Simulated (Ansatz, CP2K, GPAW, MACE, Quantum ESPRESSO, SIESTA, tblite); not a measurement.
**tblite runs on generalised stacking fault on (110) of a LiCl-LiBr solid solution (56 atoms)**

How near does tblite come to plane waves for generalised stacking fault on (110) of a LiCl-LiBr solid solution (56 atoms)?

Program: tblite 0.8.0. Level of theory: the method is named at each step. Results are calculated unless marked as measured.

## (1) Set-up

The cell holds 56 atoms: 28 Li, 10 Br and 18 Cl. Its edges and angles: a = 7.448 Å, b = 5.266 Å, c = 26.357 Å, α = 90.0°, β = 85.3°, γ = 90.0°. Rock-salt LiCl lattice (a = 5.2663 Å, the value set for the mixture), cell with z along [110], 2 x 1 x 7 periods; the third cell vector is tilted by 0.583 of 1/2[1-10] and lengthened by 0.2 Å, so the cell holds one fault; displaced by a Gaussian of 0.01 Å; 10 of 28 Cl sites given to Br at random (lattice constant by Vegard's rule between LiCl and LiBr). Then every atom was moved at random, 0.02 Å r.m.s. a Cartesian component. The structure's axis is c.

The yardstick, on the same geometry:

| Item | Value |
| --- | --- |
| method | Kohn-Sham DFT, PBE, SSSP efficiency 1.3.0 pseudopotentials, plane waves (Quantum ESPRESSO 7.5); sssp-pbe-1.3.0-efficiency, cutoffs 45/360 Ry, Γ point |
| r.m.s. force component | 0.5155 eV/Å |
| longest force | 3.128 eV/Å |
| pressure | 0.7083 GPa |
| gap (highest filled to lowest empty level) | 5.253 eV |
| time | 3.9 min on 2 MPI ranks of Arm Neoverse V1, shared host |
| CPU time | 7.9 min |

## (2) GFN1-xTB

Method: GFN1-xTB tight binding, diagonalisation.

The input, run.py:

```python
import numpy as np
from ase.io import read
from tblite.ase import TBLite

atoms = read("structure.xyz")
atoms.calc = TBLite(method="GFN1-xTB", electronic_temperature=580, accuracy=1.0, max_iterations=250, mixer_damping=0.1, verbosity=1)
energy = atoms.get_potential_energy()
forces = atoms.get_forces()
print(f"energy {energy:.6f} eV")
print("forces (eV/A)")
for i, (a, f) in enumerate(zip(atoms, forces)):
    print(f"{i:4d} {a.symbol:2s} {f[0]:10.5f} {f[1]:10.5f} {f[2]:10.5f}")
stress = -atoms.get_stress(voigt=False) * 160.21766
print("stress (GPa, compression positive)")
for row in stress:
    print(" ".join(f"{x:10.4f}" for x in row))
print("charges (e)")
print(np.array2string(atoms.get_charges(), precision=4, suppress_small=True, max_line_width=110, threshold=100000))
```

The input, structure.xyz:

```xyz
56
Lattice="7.44767 0.00000 0.00000 0.00000 5.26630 0.00000 2.17226 0.00000 26.26686" Properties=species:S:1:pos:R:3 pbc="T T T"
Li 7.51284 0.02196 26.08142
Br 5.57069 0.00463 1.87572
Li 7.42713 5.25714 3.74119
Cl 5.61168 0.00627 5.58460
Li 7.46481 0.00016 7.43615
Cl 5.54113 5.25040 9.33340
Li 7.43204 0.01169 11.16263
Cl 5.59371 0.00463 13.04281
Li 7.48261 0.00053 14.86310
Cl 5.61696 0.01501 16.72175
Li 7.47312 0.00342 18.60639
Cl 5.59967 5.26630 20.48421
Li 7.48315 0.03486 22.32631
Cl 5.58641 5.24381 24.16840
Li 3.75450 0.02512 26.09823
Br 1.84967 0.04750 1.84131
Li 3.71696 5.25735 3.71098
Cl 1.83162 5.26114 5.54677
Li 3.72638 0.02422 7.44876
Br 1.85869 5.24955 9.28639
Li 3.70747 5.24697 11.17445
Cl 1.84953 0.01843 13.04990
Li 3.68888 0.00116 14.91406
Cl 1.87256 5.25603 16.74512
Li 3.72765 5.24666 18.60954
Cl 1.83807 0.01443 20.46530
Li 3.69196 0.02602 22.30529
Cl 9.31024 5.25972 24.18180
Li 1.87453 2.69024 1.87624
Cl 7.48118 2.61330 3.70310
Li 1.87356 2.63257 5.58565
Cl 7.43176 2.62941 7.41566
Li 1.87121 2.55932 9.31081
Br 7.41929 2.61940 11.18495
Li 1.86246 2.62467 13.04045
Cl 7.43192 2.61256 14.85627
Li 1.89571 2.62952 16.75931
Cl 7.43208 2.63884 18.61086
Li 1.85774 2.62146 20.45453
Cl 7.51136 2.63341 22.33602
Li 9.29678 2.61372 24.15868
Cl 7.44835 2.68092 26.04280
Li 5.60560 2.63973 1.88176
Br 3.74206 2.64563 3.70914
Li 5.57912 2.61546 5.57803
Br 3.69678 2.62831 7.41330
Li 5.59927 2.61667 9.32946
Br 3.70705 2.66059 11.18206
Li 5.56347 2.61193 13.05174
Cl 3.69761 2.63594 14.91511
Li 5.60661 2.63362 16.72805
Br 3.73291 2.60908 18.58853
Li 5.56624 2.61351 20.48973
Br 3.71467 2.63004 22.30792
Li 5.57185 2.59971 24.16971
Br 3.70065 2.65406 26.07117
```

The run is started by

```console
$ OMP_NUM_THREADS=1 python run.py > output.txt
```

Log:

```text
------------------------------------------------------------
  cycle        total energy    energy error   density error
------------------------------------------------------------
      1     -128.8078531453  -1.2866829E+02   5.5536176E-01
      2     -128.9514166116  -1.4356347E-01   4.9787010E-01
      3     -127.7029250308   1.2484916E+00   1.9611345E-01
      4     -114.6184217009   1.3084503E+01   4.8818929E-01
      5     -129.0944049536  -1.4475983E+01   5.9462587E-02
      6     -129.0342409392   6.0164014E-02   4.9762236E-02
      7     -129.0810862508  -4.6845312E-02   3.4323948E-02
      8     -129.0829692247  -1.8829739E-03   2.8514146E-02
      9     -129.0921513072  -9.1820826E-03   2.3692628E-02
     10     -129.1034480809  -1.1296774E-02   1.7107422E-02
     11     -129.1089185618  -5.4704809E-03   1.3740935E-02
     12     -129.1092532088  -3.3464704E-04   1.3118463E-02
     13     -129.1132580474  -4.0048386E-03   1.0455893E-02
     14     -129.1143059966  -1.0479492E-03   9.4877608E-03
     15     -129.1180687995  -3.7628029E-03   5.5049696E-03
     16     -129.1189496874  -8.8088789E-04   3.9529787E-03
     17     -129.1198401203  -8.9043294E-04   8.1630317E-04
     18     -129.1198846339  -4.4513582E-05   2.1847252E-04
     19     -129.1198864211  -1.7872108E-06   2.2875343E-04
     20     -129.1198881240  -1.7029277E-06   1.2995822E-04
     21     -129.1198892272  -1.1031329E-06   1.9931216E-05
     22     -129.1198890967   1.3051039E-07   4.7714122E-05
     23     -129.1198891488  -5.2183651E-08   3.7956546E-05
     24     -129.1198892430  -9.4157997E-08   7.5050355E-06
------------------------------------------------------------
 total:                                   3.305 sec
energy -3513.531150 eV
forces (eV/A)
   0 Li   -0.40279    0.02314   -3.85893
   1 Br    0.57597    0.02665    3.57837
   2 Li    0.06447    0.00684    0.08068
   3 Cl    0.04137   -0.02686    0.11070
   4 Li   -0.15970   -0.01426   -0.14117
   5 Cl    0.17110    0.03454   -0.09992
   6 Li   -0.12015   -0.05651    0.13716
   7 Cl   -0.07249   -0.02749    0.09380
   8 Li   -0.07723   -0.00986    0.05068
   9 Cl    0.01659   -0.04882   -0.02443
  10 Li   -0.06055    0.00153    0.00005
  11 Cl    0.06473   -0.01517   -0.04364
  12 Li   -0.01653   -0.04867    0.02477
  13 Cl    0.14586    0.07104    0.07994
  14 Li   -0.61029   -0.06909   -4.89771
  15 Br    0.59551   -0.04334    5.14111
  16 Li   -0.01988    0.04789    0.12215
  17 Cl   -0.02276    0.00607    0.07346
  18 Li    0.10299   -0.07226   -0.14296
  19 Br   -0.16546   -0.06672   -0.04688
  20 Li    0.11385    0.08424    0.15562
  21 Cl    0.03992   -0.04888    0.13405
  22 Li    0.05195    0.00205    0.01208
  23 Cl   -0.04633    0.00246   -0.04390
[...]
48 Li    0.02232    0.02034    0.19898
  49 Cl    0.01630    0.00253   -0.05958
  50 Li    0.13533    0.00559   -0.09265
  51 Br   -0.00953    0.05102   -0.06339
  52 Li    0.31068    0.02203   -0.03246
  53 Br    0.06788    0.04881    0.04061
  54 Li    0.24573    0.03794    0.07513
  55 Br   -0.51490   -0.02111   -3.59667
stress (GPa, compression positive)
   -0.2916     0.0020     0.4640
    0.0020    -0.8339     0.0162
    0.4640     0.0162     0.6096
charges (e)
[ 0.3217 -0.1605  0.3367 -0.4183  0.3743 -0.452   0.2922 -0.4212  0.4088 -0.4112  0.4038 -0.4211  0.4069
 -0.4162  0.2477 -0.1705  0.2566 -0.4281  0.2972 -0.1613  0.2919 -0.4232  0.4085 -0.4053  0.3273 -0.4161
  0.3301 -0.4102  0.2141 -0.4318  0.3421 -0.4331  0.2189 -0.1615  0.3345 -0.4004  0.3668 -0.4208  0.3352
 -0.4143  0.3358 -0.4372  0.2756 -0.1535  0.34   -0.154   0.2995 -0.1666  0.3371 -0.4071  0.3704 -0.1469
  0.335  -0.1476  0.3372 -0.1561]
```

It took 4 s on 1 thread of Arm Neoverse V1, shared host; peak memory 0.11 GiB.

Banners, paths, timers and routine set-up lines are dropped from the logs unmarked, and long logs keep their key lines alone; longer cuts are marked.

Numbers from this run, and their distance from the reference:

- r.m.s. force component: 0.7916 eV/Å
- r.m.s. difference of force components: 292.3 meV/Å
- longest difference of force vectors: 2112 meV/Å
- force difference over r.m.s. force: 56.7 %
- slope of forces against the reference's: 1.518
- correlation of force components: 0.9887
- pressure: -0.172 GPa
- pressure difference: -0.8803 GPa

Length of the force difference by element (eV/Å):

```tsv
element	atoms	mean	most
Br	10	0.56	2.1
Cl	18	0.10	0.21
Li	28	0.18	1.8
```

Local excerpt of 9 atoms (numbers count through the whole input) about Br16, which bears the longest force; x, y, z are measured from there.

```tsv
atom	x	y	z	distance (Å)	bonds	Mulliken charge (e)	Fx	Fy	Fz (eV/Å)
Br16	0.00	0.00	0.00	0.00	5	-0.17	0.60	-0.04	5.14
Li15	-0.27	-0.02	-2.01	2.03	5	0.25	-0.61	-0.07	-4.90
Li29	0.02	-2.62	0.03	2.62	5	0.21	0.34	0.02	3.11
Li17	1.87	-0.06	1.87	2.64	6	0.26	-0.02	0.05	0.12
Li29	0.02	2.64	0.03	2.64	5	0.21	0.34	0.02	3.11
Li3	-1.87	-0.06	1.90	2.67	6	0.34	0.06	0.01	0.08
Br56	-0.32	2.61	-2.04	3.32	5	-0.16	-0.51	-0.02	-3.60
Br56	-0.32	-2.66	-2.04	3.37	5	-0.16	-0.51	-0.02	-3.60
Cl30	-1.82	2.57	1.86	3.65	6	-0.43	-0.12	0.07	0.15
```

Atoms are counted from 1 here, from 0 in the log.

Forces lie 57 % from the reference's, at 0.0085 times its CPU time (on 1 against 2 cores).

The difference per atom is largest on Br (0.56 eV/Å on average, against 0.18 on Li).

## (3) Results

```
force difference from the reference : tblite GFN1-xTB, 57 %
its CPU time                        : 4 s
```

What this shows: Tight binding differs by 57 % (tblite GFN1-xTB); it is another model, with fitted parameters of its own, and the xTB methods hold dispersion. One electronic-structure run takes under half the reference's CPU time: tblite GFN1-xTB, at 57 % in 4 s against 7.9 min. Periodic xTB results under one method name differ between programs and library versions. The reference's pressure holds the uncorrected Pulay stress of its 45 Ry basis, so small pressure differences, and their order, may be the reference's own error. The cell is under 6 Å thick along one periodic direction, so every atom has periodic images of itself close by, which move with it and show among its neighbours and in g(r). The reference's stress is far from hydrostatic: its diagonal is 3.2, -2.8, 1.7 GPa, compression counted positive. The host structure and its lattice constant were typed by rule, without a check against the phase diagram. The electronic-structure runs sample only Γ, in a cell whose shortest periodic width is 5 Å.

[Also dropped from logs without a mark: logging warnings of Python, and SIESTA's first energy breakdown and zero terms.]

[Logs are printed without paths, hosts, clocks, repeated set-up lines and the standing remarks that a program may print on its own settings, such as how far it seeks lower states.]

[Hosts, paths, dates, database ids (printed as entryN), source tags and the programs' standing remarks are cut or masked in the printed files.]
